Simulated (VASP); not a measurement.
TaN, 2 atoms in the cell. It takes space group F-43m (No. 216, cubic). The conventional cell has a = 4.982 Å, b = 4.982 Å, c = 4.982 Å, α = 90.00°, β = 90.00°, γ = 90.00°. Ta (site symmetry -43m) is surrounded by 4 N at 2.16 Å. N (site symmetry -43m) has 4 Ta at 2.16 Å as nearest neighbours. The cell comes from a database or a generator and needn't be the stable form of this composition.

```yaml
Program: VASP 6.6.1
Task: single point
Functional: r2SCAN
Potentials_or_basis: VASP PAW PBE potentials, release 64 (Ta_pv, N)
Cutoff: 520 eV
k_mesh: 9 × 9 × 9
Occupations: fermi-dirac, width 0.05 eV
Spin: no spin polarisation
Dipole_correction: no
Further_INCAR_settings: ALGO = Normal; EDIFF = 1e-06; NBANDS = 15
```

Potentials or basis: VASP PAW PBE potentials, release 64 (Ta_pv, N).

Run with:

```sh
$ cat potpaw_PBE.64/Ta_pv/POTCAR potpaw_PBE.64/N/POTCAR > POTCAR
$ cp INCAR.step1 INCAR
$ mpirun -np 1 vasp_std > vasp.out
$ cp INCAR.step2 INCAR
$ mpirun -np 1 vasp_std > vasp.out
```

Hardware: 1 thread of Intel(R) Xeon(R) Platinum 8488C (Sapphire Rapids) (shared host).

Q: How long does it take, and how much memory?

A: Wall time 42 s on 1 thread of Intel(R) Xeon(R) Platinum 8488C (Sapphire Rapids), with other jobs on the host, peak memory 0.17 GiB. Counts: scf iterations 9, k points 35.
